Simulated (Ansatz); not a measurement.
# SnSe2 (CdI2 type): bands and what follows from them, part 1 of 2

What do the bands of SnSe2 (CdI2 type) imply? The runs give effective masses and transport coefficients.

Computed with Ansatz 0.2.0 (DFT PBEsol, scalar-relativistic, plane waves, PAW, unless a step's input says otherwise).

1 further run of the same task is left out (set aside as unsound or not needed).

## Step 1: Starting point

Symmetry: P-3m1, No. 164, trigonal system. Conventional cell: a = 3.816 Å, b = 3.816 Å, c = 6.121 Å, α = 90.00°, β = 90.00°, γ = 120.00°. Sn (site symmetry -3m) is surrounded by 6 Se at 2.72 Å. Se (site symmetry 3m) has 3 Sn at 2.72 Å as nearest neighbours.

Structure file:

```
Sn Se
1.0
     3.81587    0.00000    0.00000
    -1.90794    3.30464    0.00000
     0.00000    0.00000    6.12133
Sn Se
1 2
Direct
  0.00000 0.00000 0.00000
  0.33333 0.66667 0.25923
  0.66667 0.33333 0.74077
```

Origin of the cell: volume kept, shape and atoms relaxed. An earlier run on this cell at PBEsol gave 0.13 GPa at 25.730 Å³/atom (10×10×6 mesh), gap on the mesh 0.50 eV.

## Step 2: Bands on a fine mesh

File input.yaml:

```yaml
crystal:
  lattice:
    - [3.8158742107, 1.0e-10, 0.0]
    - [-1.9079371054, 3.304644004, 0.0]
    - [0.0, 0.0, 6.1213284831]
  atoms:
    - { symbol: Sn, position: [0.0, 0.0, 0.0] }
    - { symbol: Se, position: [0.3333333333, 0.6666666667, 0.259234692] }
    - { symbol: Se, position: [0.6666666667, 0.3333333333, 0.740765308] }
basis:
  ecutwfc: 420
  ecutrho_ratio: 4
kpoints:
  mp_grid: { grid: [10, 10, 6] }
hamiltonian:
  xc: pbesol
scf:
  occupations: { method: gaussian, width: 0.05 }
output:
  forces: true
  stress: true
  eigenvalues: true
  eigenstates:
    nscf_kmesh: { grid: [18, 18, 10] }
    de_dk: true
    e_range: [-2.5, 2.998865647792]
  write_density: true
  write_potential: true
  elf: true
  volumetric_format: npy
```

Run with:

```
ansatz run input.yaml --threads 4 --pin off --max-ram 9216MiB --backend cpu --events-out ev --progress --plain --runs-dir out
```

Output:

```text
Warning: RAYON_NUM_THREADS=4 ignored (pool sized by the plan → 4); use --threads N
Engine: ansatz 0.2.0, aarch64-unknown-linux-gnu
Pseudopotentials: kind: paw
Pseudopotential: Sn, paw, valence charge 14, recommended cutoff 420 eV (normal), Sn.paw.azcp
Pseudopotential: Se, paw, valence charge 16, recommended cutoff 420 eV (normal), Se.paw.azcp
Functional definition: PBEsol
  exchange = pbesol_x
  correlation = pbesol_c
Crystal: 3 atoms, lattice volume = 77.191 Å³
Basis set: ecut = 420 eV, 1485 PW (Γ), exchange–correlation on 54×54×90 points (8 copies of the dense FFT grid, shifted against one another)
Bands: 28, of which v1, the nominal top of the filled ones, is band 23 counted from 1 (22 counted from 0)
Symmetry: 12 space group operations
Space group: P-3m1 (ITA 164), of the structure as read, at distance tolerance 4.3e-5 Å
k-points: 72 of 600
Non-local potential: Sn, projectors of the file, l = 0: 2, l = 1: 2, l = 2: 2, l = 3: 2
Non-local potential: Se, projectors of the file, l = 0: 2, l = 1: 2, l = 2: 3, l = 3: 1
PAW form: soft (Blöchl's): semilocal exchange-correlation on the pseudo side does not see the compensation charge
PAW frozen core: Sn, regenerated for the run's functional, and the local potential with it (the file was generated under x = pbe(κ = 0.804, μ = 0.2195149727645171), c = pbe(β = 0.06672455060314922))
PAW frozen core: Se, regenerated for the run's functional, and the local potential with it (the file was generated under x = pbe(κ = 0.804, μ = 0.2195149727645171), c = pbe(β = 0.06672455060314922))
PAW one-centre angular grid: Sn, 590 points (default); XC on 64 Gauss nodes
PAW one-centre angular grid: Se, 590 points (default); XC on 64 Gauss nodes
Initial density: superposition of atomic densities (neutral atoms: chi_scale 0, normalization atom), corrected by the library's trained network
Initial wavefunctions: pseudopotential atomic-orbital guess
Functional: x = pbesol(κ = 0.804, μ = 0.12345679012345678), c = pbesol(β = 0.046)
SCF iter   1: F=—  HF=-16799.223371 eV  |F-HF|=—  |Δ(HF+E_count)|=         —  Δρ=2.17e-3  dr2=3.50e-3  ethr=1.77e-3  ⟨swp⟩=6.5  Hψ=8896  notcnv=0
preconditioner: auto → Resta (q_TF=auto, 2.503 Å⁻¹)  ε∞=2.8  [insulator: Δε(μ)=0.495 eV  Ē_g=15.968 eV  σ=0.050 eV  W_gap=1.00  n_scr=22 (ndim 8)  ℏωp=21.6 eV  f_vac=0.056  D(μ)=0.00/eV (n_scr^D=0)  ε∞_Penn≈2.8]
SCF iter   2: F=—  HF=-16799.220468 eV  |F-HF|=—  |Δ(HF+E_count)|=   2.90e-3  Δρ=1.07e-3  dr2=7.91e-4  ethr=7.60e-6  ⟨swp⟩=3.0  Hψ=4278  notcnv=0  defer=11
SCF iter   3: F=—  HF=-16799.220424 eV  |F-HF|=—  |Δ(HF+E_count)|=   4.39e-5  Δρ=3.27e-4  dr2=6.46e-5  ethr=1.72e-6  ⟨swp⟩=2.0  Hψ=2881  notcnv=0  defer=11
SCF iter   4: F=—  HF=-16799.220435 eV  |F-HF|=—  |Δ(HF+E_count)|=   1.02e-5  Δρ=1.20e-4  dr2=1.13e-5  ethr=1.40e-7  ⟨swp⟩=2.0  Hψ=2733  notcnv=0  defer=11
SCF iter   5: F=—  HF=-16799.220439 eV  |F-HF|=—  |Δ(HF+E_count)|=   4.73e-6  Δρ=2.26e-5  dr2=7.62e-7  ethr=2.45e-8  ⟨swp⟩=2.0  Hψ=2417  notcnv=0  defer=11
SCF iter   6: F=—  HF=-16799.220441 eV  |F-HF|=—  |Δ(HF+E_count)|=   1.08e-6  Δρ=8.97e-6  dr2=6.82e-8  ethr=1.66e-9  ⟨swp⟩=2.0  Hψ=2397  notcnv=0  defer=11
SCF iter   7: F=—  HF=-16799.220441 eV  |F-HF|=—  |Δ(HF+E_count)|=   1.16e-7  Δρ=1.92e-6  dr2=3.43e-9  ethr=1.48e-10  ⟨swp⟩=2.0  Hψ=2516  notcnv=0  defer=11
SCF iter   8: F=—  HF=-16799.220441 eV  |F-HF|=—  |Δ(HF+E_count)|=   8.52e-9  Δρ=3.70e-7  dr2=1.64e-10  ethr=7.46e-12  ⟨swp⟩=2.0  Hψ=2521  notcnv=0  defer=11
SCF iter   9: F=-16799.220441 eV  HF=-16799.220441 eV  |F-HF|=3.64e-12  |Δ(HF+E_count)|=  3.17e-10  Δρ=6.63e-8  dr2=4.97e-12  ethr=1.00e-12  ⟨swp⟩=8.6  Hψ=11442  notcnv=0
SCF 1 converged in 9 iterations: F = -16799.220441 eV  dr2 = 4.97e-12
NSCF: frozen V_eff on 330 k-points
SCF converged after 9 iterations
Free energy (F): -16799.220441 eV
Harris-Foulkes:  -16799.220441 eV  (|F-HF|=3.64e-12)
Internal energy: -16799.220441 eV  (E = F + TS)
E sigma→0 (E₀):  -16799.220441 eV
Fermi energy:    8.318201 eV
--- Per-component energies (eV) ---
  E_band       = -862.810891
  E_kinetic    = 424.912793
  E_local      = -5966.261505  (includes V_loc(G=0)·N_el)
  E_nonlocal   = -1214.408968
  E_hartree    = 3055.537483
  E_xc         = -584.606089
  E_vxc        = -291.787669  (∫ρ·V_xc dr)
  E_paw        = -7805.391247  (= ΣΔE_a)
  E_vpaw       = 73.660656  (= ΣTr[D̂ρ^β])
  E_aug_tail   = -0.001225  (compensation charges beyond the density's cutoff)
  E_ewald      = -4711.303423
  E_core_change = 2.301741  (= ΣΔE_core)
  E_smearing   = -0.000000  (= −TS)
  E_closure    = 0.000000  (closes the sum)
  Σ components = -16799.220441   (vs F -16799.220441, Δ=0.00e0)
--- Forces (eV/Å), atoms counted from 1 ---
  atom   1  Sn    -0.00000000    -0.00000000     0.00000000
  atom   2  Se     0.00000000    -0.00000000    -0.00159094
  atom   3  Se    -0.00000000     0.00000000     0.00159094
  max |Σ_I F_I| component: 4.63e-18 eV/Å
--- Stress (GPa, compression-positive) ---
        0.139671      -0.000000       0.000000
        0.000000       0.139671      -0.000000
        0.000000      -0.000000       0.115172
  P = ⅓ Tr σ = 0.1315 GPa (1.315 kbar)
--- Band table (eV; the first three rows and the last of 72) ---
  k-point 0: bands = ["-38.8677", "-38.8677", "-38.8676", "-38.8676", "-38.8470", "-38.8470", "-38.8464", "-38.8464", "-38.8384", "-38.8382", "-13.1474", "-13.1474", "-13.1092", "-13.0970", "-13.0970", "-5.8471", "-4.1652", "1.6844", "7.4587", "7.4587", "7.6880", "7.6880", "7.9391", "8.9064", "11.0113", "12.6362", "12.6362", "16.0587"]
  k-point 1: bands = ["-38.8677", "-38.8677", "-38.8676", "-38.8676", "-38.8470", "-38.8470", "-38.8464", "-38.8464", "-38.8384", "-38.8382", "-13.1474", "-13.1474", "-13.1092", "-13.0970", "-13.0970", "-5.7993", "-4.2654", "1.8961", "7.1898", "7.4120", "7.4120", "7.7534", "7.7534", "9.5223", "11.0100", "12.5528", "12.5528", "16.1137"]
  k-point 2: bands = ["-38.8677", "-38.8677", "-38.8676", "-38.8676", "-38.8468", "-38.8468", "-38.8465", "-38.8465", "-38.8384", "-38.8383", "-13.1474", "-13.1474", "-13.1091", "-13.0970", "-13.0970", "-5.6852", "-4.4783", "2.3872", "6.2041", "7.3524", "7.3524", "7.8518", "7.8518", "10.2033", "10.9723", "12.3940", "12.3940", "15.8267"]
  k-point 71: bands = ["-38.8674", "-38.8674", "-38.8672", "-38.8672", "-38.8469", "-38.8469", "-38.8468", "-38.8468", "-38.8380", "-38.8380", "-13.1720", "-13.1540", "-13.1020", "-13.0931", "-13.0765", "-3.9006", "-3.7489", "0.7804", "3.7285", "3.9057", "4.5030", "7.5609", "7.6630", "10.2627", "12.2546", "12.5228", "13.8943", "16.0127"]
--- Fermi surface from the table of eigenstates not read: on its mesh, or on one of the eight of every second point, the electrons fill whole bands (an insulator's do; a metal wants a denser output.eigenstates.nscf_kmesh) ---
```

Wall time 7.3 s (4 threads of Arm Neoverse V2, shared host); peak memory 0.63 GiB.

This gives: volume 25.730 Å³/atom, pressure 0.13 GPa, gap on the mesh 0.50 eV.

Density in a lattice plane of the grid's cell (edges 3.82 and 6.12 Å, at 0.000 of the third edge), which holds Sn.

Ten even steps from '0' (0.01 e/Å³) to '9' (16.75 e/Å³):
```
64100000000014
11000000000001
00000000000000
00000000000000
00000000000000
00000000000000
00000000000000
00000000000000
00000000000000
00000000000000
00000000000000
00000000000000
00000000000000
00000000000000
00000000000000
00000000000000
00000000000000
11000000000001
64100000000014
96200000000026
```
Columns run along the first of these edges and rows up along the second, over one cell in 14 and 20 even steps from the bottom left corner. Atoms in the plane (fractional): Sn at (0.00, 0.00).

ELF in the same plane.

Ten even steps from '0' (0.00) to '9' (0.72):
```
00233332333320
12334555554332
33346777776433
33357899987533
22347999997432
01147999997411
00136899986310
00013567653100
00001122211000
00000001000000
00001122211000
00013567653100
00136899986310
01147999997411
22347999997432
33357899987533
33346777776433
12334555554332
00233332333320
00133321233310
```
Columns run along the first of these edges and rows up along the second, over one cell in 14 and 20 even steps from the bottom left corner. Atoms in the plane (fractional): Sn at (0.00, 0.00).

Both are smooth fields of the valence electrons: close to the nuclei they are not physical.

Maxima of ELF outside the ion cores: 0.86 beside Se, off the lines to its neighbours, 0.8 Å from Se; 0.80 on the Se–Sn line, 0.9 Å from Se.

ELF in the plane through atom 1 (Sn) and two of its nearest Se neighbours, 7.2 Å on a side, that atom in the middle and its first bond to the right.

Ten even steps from '0' (0.00) to '9' (0.85):
```
2333332247899998610279999
3310123478987899830269999
3100013489841389841148999
3200023478853589840013677
2322232357888998620000111
2333332124788875200122210
4788764212444443113688875
7999887432332332357899999
9965688743200023479975799
9841389843100013489831489
9975799743200023478865699
9999987532332332347889997
5788863113444442124678874
0122210025788874212333332
1110000268998887532322232
7763100489853588743200023
9998411489831489843100013
9999620389987898743210133
9999720168999987422333332
```
Atoms in the plane (Å from the middle): Se (0.0, 2.7), Sn (-2.7, 2.7), Se (-2.7, 0.0), Se (2.7, 0.0), Sn (0.0, 0.0), Se (0.0, -2.7), Sn (2.7, -2.7).

## Step 3: Levels about the band edges

File input.yaml:

```yaml
crystal:
  lattice:
    - [3.8158742107, 1.0e-10, 0.0]
    - [-1.9079371054, 3.304644004, 0.0]
    - [0.0, 0.0, 6.1213284831]
  atoms:
    - { symbol: Sn, position: [0.0, 0.0, 0.0] }
    - { symbol: Se, position: [0.3333333333, 0.6666666667, 0.259234692] }
    - { symbol: Se, position: [0.6666666667, 0.3333333333, 0.740765308] }
basis:
  ecutwfc: 420
  ecutrho_ratio: 4
kpoints:
  mp_grid: { grid: [10, 10, 6] }
hamiltonian:
  xc: pbesol
scf:
  occupations: { method: gaussian, width: 0.05 }
output:
  forces: true
  stress: true
  eigenvalues: true
  eigenstates:
    kpoints:
      - [0.055555556, 0.111111111, 0.0]
      - [0.062843338, 0.10746722, 0.0]
      - [0.048267773, 0.114755003, 0.0]
      - [0.055555556, 0.117422516, 0.0]
      - [0.055555556, 0.104799706, 0.0]
      - [0.055555556, 0.111111111, 0.011690876]
      - [0.055555556, 0.111111111, -0.011690876]
      - [0.060708796, 0.112997328, 0.0]
      - [0.050402315, 0.109224894, 0.0]
      - [0.060708796, 0.108534491, 0.008266698]
      - [0.050402315, 0.113687731, -0.008266698]
      - [0.055555556, 0.115573948, 0.008266698]
      - [0.055555556, 0.106648274, -0.008266698]
      - [0.059763159, 0.112651201, 0.006749731]
      - [0.051347952, 0.109571021, -0.006749731]
      - [0.0, 0.444444444, 0.3]
      - [0.007287783, 0.440800553, 0.3]
      - [-0.007287783, 0.448088336, 0.3]
      - [0.0, 0.45075585, 0.3]
      - [0.0, 0.438133039, 0.3]
      - [0.0, 0.444444444, 0.311690876]
      - [0.0, 0.444444444, 0.288309124]
      - [0.005153241, 0.446330661, 0.3]
      - [-0.005153241, 0.442558227, 0.3]
      - [0.005153241, 0.441867824, 0.308266698]
      - [-0.005153241, 0.447021065, 0.291733302]
      - [0.0, 0.448907282, 0.308266698]
      - [0.0, 0.439981607, 0.291733302]
      - [0.004207603, 0.445984534, 0.306749731]
      - [-0.004207603, 0.442904355, 0.293250269]
    de_dk: true
    e_range: [-0.8460504072917, 0.8244738395319]
```

Run with:

```
ansatz run input.yaml --threads 4 --pin off --max-ram 9216MiB --backend cpu --events-out ev --progress --plain --runs-dir out
```

Output:

```text
Warning: RAYON_NUM_THREADS=4 ignored (pool sized by the plan → 4); use --threads N
Engine: ansatz 0.2.0, aarch64-unknown-linux-gnu
Pseudopotentials: kind: paw
Pseudopotential: Sn, paw, valence charge 14, recommended cutoff 420 eV (normal), Sn.paw.azcp
Pseudopotential: Se, paw, valence charge 16, recommended cutoff 420 eV (normal), Se.paw.azcp
Functional definition: PBEsol
  exchange = pbesol_x
  correlation = pbesol_c
Crystal: 3 atoms, lattice volume = 77.191 Å³
Basis set: ecut = 420 eV, 1485 PW (Γ), exchange–correlation on 54×54×90 points (8 copies of the dense FFT grid, shifted against one another)
Bands: 28, of which v1, the nominal top of the filled ones, is band 23 counted from 1 (22 counted from 0)
Symmetry: 12 space group operations
Space group: P-3m1 (ITA 164), of the structure as read, at distance tolerance 4.3e-5 Å
k-points: 72 of 600
Non-local potential: Sn, projectors of the file, l = 0: 2, l = 1: 2, l = 2: 2, l = 3: 2
Non-local potential: Se, projectors of the file, l = 0: 2, l = 1: 2, l = 2: 3, l = 3: 1
PAW form: soft (Blöchl's): semilocal exchange-correlation on the pseudo side does not see the compensation charge
PAW frozen core: Sn, regenerated for the run's functional, and the local potential with it (the file was generated under x = pbe(κ = 0.804, μ = 0.2195149727645171), c = pbe(β = 0.06672455060314922))
PAW frozen core: Se, regenerated for the run's functional, and the local potential with it (the file was generated under x = pbe(κ = 0.804, μ = 0.2195149727645171), c = pbe(β = 0.06672455060314922))
PAW one-centre angular grid: Sn, 590 points (default); XC on 64 Gauss nodes
PAW one-centre angular grid: Se, 590 points (default); XC on 64 Gauss nodes
Initial density: superposition of atomic densities (neutral atoms: chi_scale 0, normalization atom), corrected by the library's trained network
Initial wavefunctions: pseudopotential atomic-orbital guess
Functional: x = pbesol(κ = 0.804, μ = 0.12345679012345678), c = pbesol(β = 0.046)
SCF iter   1: F=—  HF=-16799.223371 eV  |F-HF|=—  |Δ(HF+E_count)|=         —  Δρ=2.17e-3  dr2=3.50e-3  ethr=1.77e-3  ⟨swp⟩=6.5  Hψ=8896  notcnv=0
preconditioner: auto → Resta (q_TF=auto, 2.503 Å⁻¹)  ε∞=2.8  [insulator: Δε(μ)=0.495 eV  Ē_g=15.968 eV  σ=0.050 eV  W_gap=1.00  n_scr=22 (ndim 8)  ℏωp=21.6 eV  f_vac=0.056  D(μ)=0.00/eV (n_scr^D=0)  ε∞_Penn≈2.8]
SCF iter   2: F=—  HF=-16799.220468 eV  |F-HF|=—  |Δ(HF+E_count)|=   2.90e-3  Δρ=1.07e-3  dr2=7.91e-4  ethr=7.60e-6  ⟨swp⟩=3.0  Hψ=4278  notcnv=0  defer=11
SCF iter   3: F=—  HF=-16799.220424 eV  |F-HF|=—  |Δ(HF+E_count)|=   4.39e-5  Δρ=3.27e-4  dr2=6.46e-5  ethr=1.72e-6  ⟨swp⟩=2.0  Hψ=2881  notcnv=0  defer=11
SCF iter   4: F=—  HF=-16799.220435 eV  |F-HF|=—  |Δ(HF+E_count)|=   1.02e-5  Δρ=1.20e-4  dr2=1.13e-5  ethr=1.40e-7  ⟨swp⟩=2.0  Hψ=2733  notcnv=0  defer=11
SCF iter   5: F=—  HF=-16799.220439 eV  |F-HF|=—  |Δ(HF+E_count)|=   4.73e-6  Δρ=2.26e-5  dr2=7.62e-7  ethr=2.45e-8  ⟨swp⟩=2.0  Hψ=2417  notcnv=0  defer=11
SCF iter   6: F=—  HF=-16799.220441 eV  |F-HF|=—  |Δ(HF+E_count)|=   1.08e-6  Δρ=8.97e-6  dr2=6.82e-8  ethr=1.66e-9  ⟨swp⟩=2.0  Hψ=2397  notcnv=0  defer=11
SCF iter   7: F=—  HF=-16799.220441 eV  |F-HF|=—  |Δ(HF+E_count)|=   1.16e-7  Δρ=1.92e-6  dr2=3.43e-9  ethr=1.48e-10  ⟨swp⟩=2.0  Hψ=2516  notcnv=0  defer=11
SCF iter   8: F=—  HF=-16799.220441 eV  |F-HF|=—  |Δ(HF+E_count)|=   8.52e-9  Δρ=3.70e-7  dr2=1.64e-10  ethr=7.46e-12  ⟨swp⟩=2.0  Hψ=2521  notcnv=0  defer=11
SCF iter   9: F=-16799.220441 eV  HF=-16799.220441 eV  |F-HF|=3.64e-12  |Δ(HF+E_count)|=  3.17e-10  Δρ=6.63e-8  dr2=4.97e-12  ethr=1.00e-12  ⟨swp⟩=8.6  Hψ=11442  notcnv=0
SCF 1 converged in 9 iterations: F = -16799.220441 eV  dr2 = 4.97e-12
NSCF: frozen V_eff on 30 k-points
SCF converged after 9 iterations
Free energy (F): -16799.220441 eV
Harris-Foulkes:  -16799.220441 eV  (|F-HF|=3.64e-12)
Internal energy: -16799.220441 eV  (E = F + TS)
E sigma→0 (E₀):  -16799.220441 eV
Fermi energy:    8.318201 eV
--- Per-component energies (eV) ---
  E_band       = -862.810891
  E_kinetic    = 424.912793
  E_local      = -5966.261505  (includes V_loc(G=0)·N_el)
  E_nonlocal   = -1214.408968
  E_hartree    = 3055.537483
  E_xc         = -584.606089
  E_vxc        = -291.787669  (∫ρ·V_xc dr)
  E_paw        = -7805.391247  (= ΣΔE_a)
  E_vpaw       = 73.660656  (= ΣTr[D̂ρ^β])
  E_aug_tail   = -0.001225  (compensation charges beyond the density's cutoff)
  E_ewald      = -4711.303423
  E_core_change = 2.301741  (= ΣΔE_core)
  E_smearing   = -0.000000  (= −TS)
  E_closure    = 0.000000  (closes the sum)
  Σ components = -16799.220441   (vs F -16799.220441, Δ=0.00e0)
--- Forces (eV/Å), atoms counted from 1 ---
  atom   1  Sn    -0.00000000    -0.00000000     0.00000000
  atom   2  Se     0.00000000    -0.00000000    -0.00159094
  atom   3  Se    -0.00000000     0.00000000     0.00159094
  max |Σ_I F_I| component: 4.63e-18 eV/Å
--- Stress (GPa, compression-positive) ---
        0.139671      -0.000000       0.000000
        0.000000       0.139671      -0.000000
        0.000000      -0.000000       0.115172
  P = ⅓ Tr σ = 0.1315 GPa (1.315 kbar)
--- Band table (eV; the first three rows and the last of 72) ---
  k-point 0: bands = ["-38.8677", "-38.8677", "-38.8676", "-38.8676", "-38.8470", "-38.8470", "-38.8464", "-38.8464", "-38.8384", "-38.8382", "-13.1474", "-13.1474", "-13.1092", "-13.0970", "-13.0970", "-5.8471", "-4.1652", "1.6844", "7.4587", "7.4587", "7.6880", "7.6880", "7.9391", "8.9064", "11.0113", "12.6362", "12.6362", "16.0587"]
  k-point 1: bands = ["-38.8677", "-38.8677", "-38.8676", "-38.8676", "-38.8470", "-38.8470", "-38.8464", "-38.8464", "-38.8384", "-38.8382", "-13.1474", "-13.1474", "-13.1092", "-13.0970", "-13.0970", "-5.7993", "-4.2654", "1.8961", "7.1898", "7.4120", "7.4120", "7.7534", "7.7534", "9.5223", "11.0100", "12.5528", "12.5528", "16.1137"]
  k-point 2: bands = ["-38.8677", "-38.8677", "-38.8676", "-38.8676", "-38.8468", "-38.8468", "-38.8465", "-38.8465", "-38.8384", "-38.8383", "-13.1474", "-13.1474", "-13.1091", "-13.0970", "-13.0970", "-5.6852", "-4.4783", "2.3872", "6.2041", "7.3524", "7.3524", "7.8518", "7.8518", "10.2033", "10.9723", "12.3940", "12.3940", "15.8267"]
  k-point 71: bands = ["-38.8674", "-38.8674", "-38.8672", "-38.8672", "-38.8469", "-38.8469", "-38.8468", "-38.8468", "-38.8380", "-38.8380", "-13.1720", "-13.1540", "-13.1020", "-13.0931", "-13.0765", "-3.9006", "-3.7489", "0.7804", "3.7285", "3.9057", "4.5030", "7.5609", "7.6630", "10.2627", "12.2546", "12.5228", "13.8943", "16.0127"]
```

Run time: 3.3 s. Hardware: 4 threads of Arm Neoverse V2, shared host; peak memory 0.44 GiB.

This gives: volume 25.730 Å³/atom, pressure 0.13 GPa, gap on the mesh 0.50 eV.

(Continued in part 2 of 2.)
